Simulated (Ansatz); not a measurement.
SiO2, fluorite type; equations of state without spin from Ansatz PAW hard set, 700 eV.

PBE (k-mesh 21³, smearing 0.061 eV) gives V₀ = 8.015 Å³/atom and B₀ = 266 GPa.

Problem. What does r²SCAN give (700 eV, k-mesh 13³, smearing 0.1 eV)?

Solution. V₀ = 7.744 Å³/atom (-3.4 %) and B₀ = 304 GPa (+14 %).

This cubic structure is a model: it isn't the usual form of the substance at ambient conditions, and such phases are metastable or hypothetical. Potentials made with PBE were used with another functional (at least in: Ansatz PAW hard set, 700 eV (r²SCAN)).
